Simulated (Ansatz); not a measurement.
# Density of states of PbO$_{2}$

```xyz
3
Lattice="0.0000 2.7039 2.7039 2.7039 0.0000 2.7039 2.7039 2.7039 0.0000" Properties=species:S:1:pos:R:3 pbc="T T T"
Pb    0.0000    0.0000    0.0000
O     1.3519    1.3519    1.3519
O     4.0558    4.0558    4.0558
```

The conventional cell has a = 5.408 Å, b = 5.408 Å, c = 5.408 Å, α = 90.00°, β = 90.00°, γ = 90.00°. Around Pb (atom 1) lie 8 O at 2.34 Å. O (atom 2) has 4 Pb at 2.34 Å as nearest neighbours.

The structure comes from a relaxation in the same program, started in the fluorite type, and has space group Fm-3m. Whether it is a known phase or the ground state wasn't checked.

No spin–orbit coupling, which matters for the heavy atoms here.

All numbers below come from DFT, PBE, all-electron LAPW, scalar-relativistic (Ansatz 0.2.0).

Numerical set-up: a Γ-centred 11×11×11 k mesh, Fermi–Dirac smearing of 0.08 eV, basis error target 1 meV/atom, no spin polarisation.

States per eV and cell, averaged over 0.4 eV, from -8.2 to 6.0 eV, with energies (bin centres) from the Fermi level; empty bins are left out. 

| E (eV) | total |
| --- | --- |
| -8.1 | 0.75 |
| -7.7 | 1.06 |
| -7.3 | 0.89 |
| -6.9 | 0.78 |
| -6.5 | 0.54 |
| -6.1 | 0.33 |
| -5.7 | 0.22 |
| -5.3 | 0.16 |
| -4.9 | 0.20 |
| -4.5 | 1.39 |
| -4.1 | 1.77 |
| -3.7 | 1.96 |
| -3.3 | 2.32 |
| -2.9 | 2.31 |
| -2.5 | 1.86 |
| -2.1 | 1.40 |
| -1.7 | 1.22 |
| -1.3 | 2.84 |
| -0.9 | 3.47 |
| -0.5 | 3.88 |
| -0.1 | 0.76 |
| 0.3 | 0.10 |
| 0.7 | 0.16 |
| 1.1 | 0.31 |
| 1.5 | 0.75 |
| 1.9 | 1.77 |
| 2.3 | 1.82 |
| 5.5 | 0.11 |
| 5.9 | 0.46 |
